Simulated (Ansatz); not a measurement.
# BaTe (rocksalt): zero-pressure volume and bulk modulus with PBE + D3(BJ)

What volume and stiffness does PBE + D3(BJ) give for BaTe (rocksalt)?

Program: Ansatz 0.2.0. Level of theory: DFT PBE + D3(BJ), scalar-relativistic, plane waves, PAW. These are calculated values, not measurements.

## (1) The system as given

Symmetry: Fm-3m, No. 225, cubic system. The conventional cell has a = 6.820 Å, b = 6.820 Å, c = 6.820 Å, α = 90.00°, β = 90.00°, γ = 90.00°. Around Ba (site symmetry m-3m) lie 6 Te at 3.41 Å. Te (site symmetry m-3m) has 6 Ba at 3.41 Å in its first shell of neighbours.

As a file:

```
Ba Te
1.0
     0.00000    3.41000    3.41000
     3.41000    0.00000    3.41000
     3.41000    3.41000    0.00000
Ba Te
1 1
Direct
  0.50000 0.50000 0.50000
  0.00000 0.00000 0.00000
```

At PBE, an earlier run found 3.81 GPa for this cell of 39.652 Å³/atom (6×6×6 mesh), mesh gap 1.43 eV. The cell is compressed at this level.

## (2) At the given cell

input.yaml

```yaml
crystal:
  lattice:
    - [0.0, 3.409999398, 3.409999398]
    - [3.409999398, 0.0, 3.409999398]
    - [3.409999398, 3.409999398, 0.0]
  atoms:
    - { symbol: Ba, position: [0.5, 0.5, 0.5] }
    - { symbol: Te, position: [0.0, 0.0, 0.0] }
basis:
  ecutwfc: 420
  ecutrho_ratio: 4
kpoints:
  mp_grid: { grid: [6, 6, 6] }
hamiltonian:
  xc: pbe
  dispersion: d3bj
scf:
  occupations: { method: gaussian, width: 0.05 }
output:
  forces: true
  stress: true
  eigenvalues: true
```

Command:

```console
$ ansatz run input.yaml --threads 4 --pin off --max-ram 8192MiB --backend cpu --events-out ev --progress --plain --runs-dir out
```

Output (excerpt; [...] marks lines left out):

```text
Warning: RAYON_NUM_THREADS=4 ignored (pool sized by the plan → 4); use --threads N
[...]
Pseudopotentials: kind: paw
Pseudopotential: Ba, paw, valence charge 10, recommended cutoff 420 eV (normal), Ba.paw.azcp
Pseudopotential: Te, paw, valence charge 16, recommended cutoff 420 eV (normal), Te.paw.azcp
Functional definition: PBE
[...]
Crystal: 2 atoms, lattice volume = 79.304 Å³
Basis set: ecut = 420 eV, 1471 PW (Γ), exchange–correlation on 72×72×72 points (8 copies of the dense FFT grid, shifted against one another)
Bands: 17, of which v1, the nominal top of the filled ones, is band 13 counted from 1 (12 counted from 0)
Symmetry: 48 space group operations
Space group: Fm-3m (ITA 225), of the structure as read, at distance tolerance 4.3e-5 Å
k-points: 16 of 216
[...]
SCF iter   1: F=—  HF=-12933.721553 eV  |F-HF|=—  |Δ(HF+E_count)|=         —  Δρ=7.82e-4  dr2=1.25e-3  ethr=1.77e-3  ⟨swp⟩=9.4  Hψ=1755  notcnv=0
[...]
SCF iter   6: F=-12933.720737 eV  HF=-12933.720737 eV  |F-HF|=1.15e-10  |Δ(HF+E_count)|=   2.93e-9  Δρ=2.77e-7  dr2=1.73e-11  ethr=8.35e-12  ⟨swp⟩=2.7  Hψ=1068  notcnv=0
[...]
SCF converged after 6 iterations
Free energy (F): -12933.720737 eV
[...]
E sigma→0 (E₀):  -12933.720737 eV
Fermi energy:    7.945923 eV
[...]
--- Forces (eV/Å), atoms counted from 1 ---
  atom   1  Ba     0.00000000    -0.00000000    -0.00000000
  atom   2  Te    -0.00000000     0.00000000    -0.00000000
[...]
--- Stress (GPa, compression-positive) ---
        2.340510      -0.000000       0.000000
        0.000000       2.340510       0.000000
        0.000000       0.000000       2.340510
  P = ⅓ Tr σ = 2.3405 GPa (23.405 kbar)
--- Band table (eV; the first three rows and the last of 16) ---
  k-point 0: bands = ["-27.7157", "-27.7157", "-27.7042", "-27.7042", "-27.7042", "-19.4634", "-4.6411", "-4.6411", "-4.6411", "-2.4259", "7.2320", "7.2320", "7.2320", "10.1957", "10.1957", "10.1957", "10.5461"]
[...]
```

Run time: 0.7 s. Hardware: 4 threads of Arm Neoverse V1, shared host; peak memory 0.36 GiB.

Read off: volume 39.652 Å³/atom, pressure 2.34 GPa, mesh gap 1.43 eV.

## (3) Stepping to 40.271 Å³/atom

Changes to input.yaml since step 2:

```diff
@@ -2,5 +2,5 @@
   lattice:
-    - [0.0, 3.409999398, 3.409999398]
-    - [3.409999398, 0.0, 3.409999398]
-    - [3.409999398, 3.409999398, 0.0]
+    - [0.0, 3.4276438039, 3.4276438039]
+    - [3.4276438039, 0.0, 3.4276438039]
+    - [3.4276438039, 3.4276438039, 0.0]
   atoms:
```

Command:

```console
$ ansatz run input.yaml --threads 4 --pin off --max-ram 8192MiB --backend cpu --events-out ev --progress --plain --runs-dir out
```

Output (excerpt; [...] marks lines left out):

```text
Warning: RAYON_NUM_THREADS=4 ignored (pool sized by the plan → 4); use --threads N
[...]
[... 4 set-up lines as earlier in the session ...]
[...]
Crystal: 2 atoms, lattice volume = 80.541 Å³
Basis set: ecut = 420 eV, 1591 PW (Γ), exchange–correlation on 72×72×72 points (8 copies of the dense FFT grid, shifted against one another)
Bands: 17, of which v1, the nominal top of the filled ones, is band 13 counted from 1 (12 counted from 0)
[... 2 set-up lines as earlier in the session ...]
k-points: 16 of 216
[...]
SCF iter   1: F=—  HF=-12933.737251 eV  |F-HF|=—  |Δ(HF+E_count)|=         —  Δρ=7.37e-4  dr2=1.13e-3  ethr=1.77e-3  ⟨swp⟩=9.3  Hψ=1770  notcnv=0
[...]
SCF iter   6: F=-12933.736398 eV  HF=-12933.736398 eV  |F-HF|=3.17e-10  |Δ(HF+E_count)|=   5.04e-9  Δρ=5.42e-7  dr2=1.97e-10  ethr=9.26e-11  ⟨swp⟩=3.2  Hψ=1194  notcnv=0
[...]
SCF converged after 6 iterations
Free energy (F): -12933.736398 eV
[...]
E sigma→0 (E₀):  -12933.736398 eV
Fermi energy:    7.791676 eV
[...]
--- Forces (eV/Å), atoms counted from 1 ---
  atom   1  Ba     0.00000000     0.00000000     0.00000000
  atom   2  Te    -0.00000000     0.00000000     0.00000000
[...]
--- Stress (GPa, compression-positive) ---
        1.720767      -0.000000       0.000000
       -0.000000       1.720767       0.000000
        0.000000      -0.000000       1.720767
  P = ⅓ Tr σ = 1.7208 GPa (17.208 kbar)
--- Band table (eV; the first three rows and the last of 16) ---
  k-point 0: bands = ["-27.8759", "-27.8759", "-27.8650", "-27.8650", "-27.8650", "-19.6760", "-4.8493", "-4.8493", "-4.8493", "-2.5636", "7.0592", "7.0592", "7.0592", "10.0344", "10.0344", "10.0344", "10.3052"]
[...]
```

It took 0.72 s on 4 threads of Arm Neoverse V1, shared host; peak memory 0.36 GiB.

In short: volume 40.271 Å³/atom, pressure 1.72 GPa, mesh gap 1.46 eV.

## (4) Stepping to 42.322 Å³/atom

Changes to input.yaml since step 3:

```diff
@@ -2,5 +2,5 @@
   lattice:
-    - [0.0, 3.4276438039, 3.4276438039]
-    - [3.4276438039, 0.0, 3.4276438039]
-    - [3.4276438039, 3.4276438039, 0.0]
+    - [0.0, 3.4848841931, 3.4848841931]
+    - [3.4848841931, 0.0, 3.4848841931]
+    - [3.4848841931, 3.4848841931, 0.0]
   atoms:
```

Command:

```console
$ ansatz run input.yaml --threads 4 --pin off --max-ram 8192MiB --backend cpu --events-out ev --progress --plain --runs-dir out
```

Output (excerpt; [...] marks lines left out):

```text
Warning: RAYON_NUM_THREADS=4 ignored (pool sized by the plan → 4); use --threads N
[...]
[... 4 set-up lines as earlier in the session ...]
[...]
Crystal: 2 atoms, lattice volume = 84.644 Å³
Basis set: ecut = 420 eV, 1639 PW (Γ), exchange–correlation on 72×72×72 points (8 copies of the dense FFT grid, shifted against one another)
Bands: 17, of which v1, the nominal top of the filled ones, is band 13 counted from 1 (12 counted from 0)
[... 1 set-up line as earlier in the session ...]
Space group: Fm-3m (ITA 225), of the structure as read, at distance tolerance 4.4e-5 Å
k-points: 16 of 216
[...]
SCF iter   1: F=—  HF=-12933.758078 eV  |F-HF|=—  |Δ(HF+E_count)|=         —  Δρ=7.20e-4  dr2=1.17e-3  ethr=1.77e-3  ⟨swp⟩=9.1  Hψ=1748  notcnv=0
[...]
the search or the solves at the SCF's close seem to have found levels that the self-consistency loop had missed (the run counts 1). By its estimate they hold under 1e-12 electrons; where the run keeps them, the occupations were computed again with them
[...]
SCF converged after 6 iterations
Free energy (F): -12933.757266 eV
[...]
E sigma→0 (E₀):  -12933.757266 eV
Fermi energy:    7.311986 eV
[...]
--- Forces (eV/Å), atoms counted from 1 ---
  atom   1  Ba     0.00000000     0.00000000    -0.00000000
  atom   2  Te    -0.00000000     0.00000000    -0.00000000
[...]
--- Stress (GPa, compression-positive) ---
       -0.015079      -0.000000       0.000000
       -0.000000      -0.015079      -0.000000
       -0.000000      -0.000000      -0.015079
  P = ⅓ Tr σ = -0.0151 GPa (-0.151 kbar)
--- Band table (eV; the first three rows and the last of 16) ---
  k-point 0: bands = ["-28.3744", "-28.3744", "-28.3649", "-28.3649", "-28.3649", "-20.3450", "-5.5040", "-5.5040", "-5.5040", "-2.9900", "6.5245", "6.5245", "6.5245", "9.5292", "9.5292", "9.5292", "9.5595"]
[...]
```

It took 0.87 s on 4 threads of Arm Neoverse V1, shared host; peak memory 0.37 GiB.

This gives: volume 42.322 Å³/atom, pressure -0.02 GPa, mesh gap 1.57 eV.

## (5) Volume × 0.98 of the new zero

Changes to input.yaml since step 4:

```diff
@@ -2,5 +2,5 @@
   lattice:
-    - [0.0, 3.4848841931, 3.4848841931]
-    - [3.4848841931, 0.0, 3.4848841931]
-    - [3.4848841931, 3.4848841931, 0.0]
+    - [0.0, 3.4614950039, 3.4614950039]
+    - [3.4614950039, 0.0, 3.4614950039]
+    - [3.4614950039, 3.4614950039, 0.0]
   atoms:
```

Command:

```console
$ ansatz run input.yaml --threads 4 --pin off --max-ram 8192MiB --backend cpu --events-out ev --progress --plain --runs-dir out
```

Output (excerpt; [...] marks lines left out):

```text
Warning: RAYON_NUM_THREADS=4 ignored (pool sized by the plan → 4); use --threads N
[...]
[... 4 set-up lines as earlier in the session ...]
[...]
Crystal: 2 atoms, lattice volume = 82.951 Å³
Basis set: ecut = 420 eV, 1639 PW (Γ), exchange–correlation on 72×72×72 points (8 copies of the dense FFT grid, shifted against one another)
Bands: 17, of which v1, the nominal top of the filled ones, is band 13 counted from 1 (12 counted from 0)
[... 2 set-up lines as earlier in the session ...]
k-points: 16 of 216
[...]
SCF iter   1: F=—  HF=-12933.754809 eV  |F-HF|=—  |Δ(HF+E_count)|=         —  Δρ=7.24e-4  dr2=1.14e-3  ethr=1.77e-3  ⟨swp⟩=9.2  Hψ=1758  notcnv=0
[...]
SCF iter   6: F=-12933.753980 eV  HF=-12933.753980 eV  |F-HF|=5.64e-10  |Δ(HF+E_count)|=   2.12e-8  Δρ=5.78e-7  dr2=2.08e-10  ethr=7.43e-11  ⟨swp⟩=3.7  Hψ=1319  notcnv=0
[...]
SCF converged after 6 iterations
Free energy (F): -12933.753980 eV
[...]
E sigma→0 (E₀):  -12933.753980 eV
Fermi energy:    7.504267 eV
[...]
--- Forces (eV/Å), atoms counted from 1 ---
  atom   1  Ba     0.00000000     0.00000000    -0.00000000
  atom   2  Te    -0.00000000     0.00000000    -0.00000000
[...]
--- Stress (GPa, compression-positive) ---
        0.646612      -0.000000      -0.000000
        0.000000       0.646612       0.000000
       -0.000000       0.000000       0.646612
  P = ⅓ Tr σ = 0.6466 GPa (6.466 kbar)
--- Band table (eV; the first three rows and the last of 16) ---
  k-point 0: bands = ["-28.1745", "-28.1745", "-28.1644", "-28.1644", "-28.1644", "-20.0754", "-5.2402", "-5.2402", "-5.2402", "-2.8194", "6.7384", "6.7384", "6.7384", "9.7324", "9.7324", "9.7324", "9.8578"]
[...]
```

Run time: 0.72 s. Hardware: 4 threads of Arm Neoverse V1, shared host; peak memory 0.36 GiB.

Result: volume 41.475 Å³/atom, pressure 0.65 GPa, mesh gap 1.53 eV.

## (6) Volume × 1.02 of the new zero

Changes to input.yaml since step 5:

```diff
@@ -2,5 +2,5 @@
   lattice:
-    - [0.0, 3.4614950039, 3.4614950039]
-    - [3.4614950039, 0.0, 3.4614950039]
-    - [3.4614950039, 3.4614950039, 0.0]
+    - [0.0, 3.507963569, 3.507963569]
+    - [3.507963569, 0.0, 3.507963569]
+    - [3.507963569, 3.507963569, 0.0]
   atoms:
```

Command:

```console
$ ansatz run input.yaml --threads 4 --pin off --max-ram 8192MiB --backend cpu --events-out ev --progress --plain --runs-dir out
```

Output:

```text
Warning: RAYON_NUM_THREADS=4 ignored (pool sized by the plan → 4); use --threads N
Engine: ansatz 0.2.0, aarch64-unknown-linux-gnu
[... 4 set-up lines as earlier in the session ...]
  parameter kappa = 0.804
  parameter beta = 0.06672455060314922
  exchange = pbe_x(kappa = kappa, mu = beta*pi^2/3)
  correlation = pbe_c(beta = beta)
Crystal: 2 atoms, lattice volume = 86.337 Å³
Basis set: ecut = 420 eV, 1687 PW (Γ), exchange–correlation on 72×72×72 points (8 copies of the dense FFT grid, shifted against one another)
Bands: 17, of which v1, the nominal top of the filled ones, is band 13 counted from 1 (12 counted from 0)
[... 2 set-up lines as earlier in the session ...]
k-points: 16 of 216
Non-local potential: Ba, projectors of the file, l = 0: 3, l = 1: 2, l = 2: 2, l = 3: 2
Non-local potential: Te, projectors of the file, l = 0: 2, l = 1: 2, l = 2: 2, l = 3: 2
PAW form: soft (Blöchl's): semilocal exchange-correlation on the pseudo side does not see the compensation charge
PAW one-centre angular grid: Ba, 194 points (default); XC on 64 Gauss nodes
PAW one-centre angular grid: Te, 590 points (default); XC on 64 Gauss nodes
Initial density: superposition of atomic densities (neutral atoms: chi_scale 0, normalization atom), corrected by the library's trained network
Initial wavefunctions: pseudopotential atomic-orbital guess
Functional: x = pbe(κ = 0.804, μ = 0.2195149727645171), c = pbe(β = 0.06672455060314922)
SCF iter   1: F=—  HF=-12933.754621 eV  |F-HF|=—  |Δ(HF+E_count)|=         —  Δρ=7.01e-4  dr2=1.13e-3  ethr=1.77e-3  ⟨swp⟩=9.1  Hψ=1747  notcnv=0
preconditioner: auto → none  [insulator: Δε(μ)=1.588 eV  Ē_g=11.198 eV  σ=0.050 eV  W_gap=1.00  n_scr=14 (ndim 8)  ℏωp=15.0 eV  f_vac=0.011  D(μ)=0.00/eV (n_scr^D=0)  ε∞_Penn≈2.8]
SCF iter   2: F=—  HF=-12933.753853 eV  |F-HF|=—  |Δ(HF+E_count)|=   7.68e-4  Δρ=1.95e-4  dr2=2.99e-5  ethr=4.33e-6  ⟨swp⟩=2.4  Hψ=638  notcnv=0
SCF iter   3: F=—  HF=-12933.753899 eV  |F-HF|=—  |Δ(HF+E_count)|=   4.57e-5  Δρ=8.08e-5  dr2=3.21e-6  ethr=1.15e-7  ⟨swp⟩=2.1  Hψ=392  notcnv=0
SCF iter   4: F=—  HF=-12933.753911 eV  |F-HF|=—  |Δ(HF+E_count)|=   1.25e-5  Δρ=1.67e-5  dr2=4.21e-7  ethr=1.24e-8  ⟨swp⟩=2.0  Hψ=480  notcnv=0
iter 5 did not close the SCF: its close was put off for the readings that it lacked (scf_convergence_deferred on its scf_iter line)
SCF iter   5: F=-12933.753911 eV  HF=-12933.753911 eV  |F-HF|=1.49e-8  |Δ(HF+E_count)|=   1.37e-8  Δρ=4.57e-6  dr2=2.30e-8  ethr=1.62e-9  ⟨swp⟩=2.0  Hψ=480  notcnv=0
SCF iter   6: F=-12933.753912 eV  HF=-12933.753912 eV  |F-HF|=7.20e-10  |Δ(HF+E_count)|=   2.68e-8  Δρ=5.41e-7  dr2=2.04e-10  ethr=8.85e-11  ⟨swp⟩=3.3  Hψ=1161  notcnv=0
SCF 1 converged in 6 iterations: F = -12933.753912 eV  dr2 = 2.04e-10
SCF converged after 6 iterations
Free energy (F): -12933.753912 eV
Harris-Foulkes:  -12933.753912 eV  (|F-HF|=7.20e-10)
Internal energy: -12933.753912 eV  (E = F + TS)
E sigma→0 (E₀):  -12933.753912 eV
Fermi energy:    7.127110 eV
--- Per-component energies (eV) ---
  E_band       = -335.570640
  E_kinetic    = 349.514954
  E_local      = -1855.386163  (includes V_loc(G=0)·N_el)
  E_nonlocal   = -252.912853
  E_hartree    = 1040.497099
  E_xc         = -293.205300
  E_vxc        = -240.865880  (∫ρ·V_xc dr)
  E_paw        = -9888.794007  (= ΣΔE_a)
  E_vpaw       = -416.914395  (= ΣTr[D̂ρ^β])
  E_aug_tail   = -0.000177  (compensation charges beyond the density's cutoff)
  E_ewald      = -2032.847778
  E_disp       = -0.619687  (pairwise vdW)
  E_smearing   = -0.000000  (= −TS)
  E_closure    = -0.000000  (closes the sum)
  Σ components = -12933.753912   (vs F -12933.753912, Δ=0.00e0)
--- Forces (eV/Å), atoms counted from 1 ---
  atom   1  Ba     0.00000000    -0.00000000    -0.00000000
  atom   2  Te    -0.00000000    -0.00000000     0.00000000
  max |Σ_I F_I| component: 5.72e-30 eV/Å
--- Stress (GPa, compression-positive) ---
       -0.609012      -0.000000       0.000000
       -0.000000      -0.609012       0.000000
        0.000000      -0.000000      -0.609012
  P = ⅓ Tr σ = -0.6090 GPa (-6.090 kbar)
--- Band table (eV; the first three rows and the last of 16) ---
  k-point 0: bands = ["-28.5665", "-28.5665", "-28.5576", "-28.5576", "-28.5576", "-20.6059", "-5.7593", "-5.7593", "-5.7593", "-3.1538", "6.3196", "6.3196", "6.3196", "9.2735", "9.3330", "9.3330", "9.3330"]
  k-point 1: bands = ["-28.5665", "-28.5665", "-28.5576", "-28.5575", "-28.5575", "-20.6027", "-5.8775", "-5.7619", "-5.7619", "-2.9657", "5.5555", "5.9731", "5.9731", "9.3491", "9.6545", "9.6545", "10.3319"]
  k-point 2: bands = ["-28.5665", "-28.5665", "-28.5575", "-28.5575", "-28.5575", "-20.5963", "-6.0808", "-5.7672", "-5.7672", "-2.6114", "4.5630", "5.4685", "5.4685", "9.7399", "10.4900", "10.4900", "11.7068"]
  k-point 15: bands = ["-28.5667", "-28.5664", "-28.5576", "-28.5574", "-28.5573", "-20.5884", "-5.9328", "-5.8908", "-5.8717", "-2.8038", "5.2929", "5.3228", "5.6218", "8.9237", "10.8580", "11.0740", "11.6461"]
```

Run time: 0.72 s. Hardware: 4 threads of Arm Neoverse V1, shared host; peak memory 0.37 GiB.

This gives: volume 43.168 Å³/atom, pressure -0.61 GPa, mesh gap 1.62 eV.

## (7) Volume × 0.96 of the new zero

Changes to input.yaml since step 6:

```diff
@@ -2,5 +2,5 @@
   lattice:
-    - [0.0, 3.507963569, 3.507963569]
-    - [3.507963569, 0.0, 3.507963569]
-    - [3.507963569, 3.507963569, 0.0]
+    - [0.0, 3.4377853899, 3.4377853899]
+    - [3.4377853899, 0.0, 3.4377853899]
+    - [3.4377853899, 3.4377853899, 0.0]
   atoms:
```

Command:

```console
$ ansatz run input.yaml --threads 4 --pin off --max-ram 8192MiB --backend cpu --events-out ev --progress --plain --runs-dir out
```

Output (excerpt; [...] marks lines left out):

```text
Warning: RAYON_NUM_THREADS=4 ignored (pool sized by the plan → 4); use --threads N
[...]
[... 4 set-up lines as earlier in the session ...]
[...]
Crystal: 2 atoms, lattice volume = 81.258 Å³
Basis set: ecut = 420 eV, 1639 PW (Γ), exchange–correlation on 72×72×72 points (8 copies of the dense FFT grid, shifted against one another)
Bands: 17, of which v1, the nominal top of the filled ones, is band 13 counted from 1 (12 counted from 0)
[... 2 set-up lines as earlier in the session ...]
k-points: 16 of 216
[...]
SCF iter   1: F=—  HF=-12933.744176 eV  |F-HF|=—  |Δ(HF+E_count)|=         —  Δρ=7.33e-4  dr2=1.14e-3  ethr=1.77e-3  ⟨swp⟩=9.2  Hψ=1750  notcnv=0
[...]
SCF iter   6: F=-12933.743332 eV  HF=-12933.743332 eV  |F-HF|=3.86e-10  |Δ(HF+E_count)|=   7.21e-9  Δρ=5.31e-7  dr2=1.58e-10  ethr=8.41e-11  ⟨swp⟩=3.4  Hψ=1211  notcnv=0
[...]
SCF converged after 6 iterations
Free energy (F): -12933.743332 eV
[...]
E sigma→0 (E₀):  -12933.743332 eV
Fermi energy:    7.704411 eV
[...]
--- Forces (eV/Å), atoms counted from 1 ---
  atom   1  Ba     0.00000000    -0.00000000    -0.00000000
  atom   2  Te    -0.00000000     0.00000000     0.00000000
[...]
--- Stress (GPa, compression-positive) ---
        1.383669      -0.000000       0.000000
       -0.000000       1.383669      -0.000000
        0.000000      -0.000000       1.383669
  P = ⅓ Tr σ = 1.3837 GPa (13.837 kbar)
--- Band table (eV; the first three rows and the last of 16) ---
  k-point 0: bands = ["-27.9666", "-27.9666", "-27.9559", "-27.9559", "-27.9559", "-19.7969", "-4.9675", "-4.9675", "-4.9675", "-2.6413", "6.9617", "6.9617", "6.9617", "9.9429", "9.9429", "9.9429", "10.1692"]
[...]
```

Run time: 1.1 s. Hardware: 4 threads of Arm Neoverse V1, shared host; peak memory 0.36 GiB.

Read off: volume 40.629 Å³/atom, pressure 1.38 GPa, gap on the mesh 1.49 eV.

## (8) Volume × 1.04 of the new zero

Changes to input.yaml since step 7:

```diff
@@ -2,5 +2,5 @@
   lattice:
-    - [0.0, 3.4377853899, 3.4377853899]
-    - [3.4377853899, 0.0, 3.4377853899]
-    - [3.4377853899, 3.4377853899, 0.0]
+    - [0.0, 3.5307431915, 3.5307431915]
+    - [3.5307431915, 0.0, 3.5307431915]
+    - [3.5307431915, 3.5307431915, 0.0]
   atoms:
```

Command:

```console
$ ansatz run input.yaml --threads 4 --pin off --max-ram 8192MiB --backend cpu --events-out ev --progress --plain --runs-dir out
```

Output (excerpt; [...] marks lines left out):

```text
Warning: RAYON_NUM_THREADS=4 ignored (pool sized by the plan → 4); use --threads N
[...]
[... 4 set-up lines as earlier in the session ...]
[...]
Crystal: 2 atoms, lattice volume = 88.030 Å³
Basis set: ecut = 420 eV, 1759 PW (Γ), exchange–correlation on 72×72×72 points (8 copies of the dense FFT grid, shifted against one another)
Bands: 17, of which v1, the nominal top of the filled ones, is band 13 counted from 1 (12 counted from 0)
[... 2 set-up lines as earlier in the session ...]
k-points: 16 of 216
[...]
SCF iter   1: F=—  HF=-12933.745276 eV  |F-HF|=—  |Δ(HF+E_count)|=         —  Δρ=6.76e-4  dr2=1.06e-3  ethr=1.77e-3  ⟨swp⟩=9.2  Hψ=1761  notcnv=0
[...]
SCF iter   6: F=-12933.744611 eV  HF=-12933.744611 eV  |F-HF|=5.86e-10  |Δ(HF+E_count)|=   1.26e-8  Δρ=5.58e-7  dr2=3.01e-10  ethr=8.06e-11  ⟨swp⟩=3.0  Hψ=1212  notcnv=0
[...]
SCF converged after 6 iterations
Free energy (F): -12933.744611 eV
[...]
E sigma→0 (E₀):  -12933.744611 eV
Fermi energy:    6.949216 eV
[...]
--- Forces (eV/Å), atoms counted from 1 ---
  atom   1  Ba     0.00000000    -0.00000000    -0.00000000
  atom   2  Te    -0.00000000     0.00000000     0.00000000
[...]
--- Stress (GPa, compression-positive) ---
       -1.142273       0.000000      -0.000000
       -0.000000      -1.142273       0.000000
       -0.000000      -0.000000      -1.142273
  P = ⅓ Tr σ = -1.1423 GPa (-11.423 kbar)
--- Band table (eV; the first three rows and the last of 16) ---
  k-point 0: bands = ["-28.7514", "-28.7514", "-28.7430", "-28.7430", "-28.7430", "-20.8587", "-6.0066", "-6.0066", "-6.0066", "-3.3111", "6.1230", "6.1230", "6.1230", "8.9993", "9.1433", "9.1433", "9.1433"]
[...]
```

It took 1.8 s on 4 threads of Arm Neoverse V1, shared host; peak memory 0.37 GiB.

This gives: volume 44.015 Å³/atom, pressure -1.14 GPa, gap on the mesh 1.65 eV.

## (9) Energy and pressure against volume

Energies have the smearing extrapolated to zero and count from the lowest point.

| volume (Å³/atom) | energy (meV/atom) | pressure (GPa) |
| --- | --- | --- |
| 40.629 | 6.97 | 1.38 |
| 41.475 | 1.64 | 0.65 |
| 42.322 | 0.00 | -0.02 |
| 43.168 | 1.68 | -0.61 |
| 44.015 | 6.33 | -1.14 |

volume (Å³/atom), energy (meV/atom) and a bar:
```
    40.63        7.0 ##############################
    41.48        1.6 #######
    42.32        0.0 
    43.17        1.7 #######
    44.01        6.3 ###########################
```

## (10) Outcome

```
         quantity           value
               V0  42.303 Å³/atom
               B0          31 GPa
  gap on the mesh         1.57 eV
dispersion energy   -316 meV/atom
      time in all           6.6 s
```

What this shows: PBE + D3(BJ) puts the minimum at 42.30 Å³/atom, +6.7 % from the cell given, which stood at 3.8 GPa under PBE, with a bulk modulus of 31 GPa.

Spin-orbit coupling is left out, though the cell holds Te; it can move the gap.
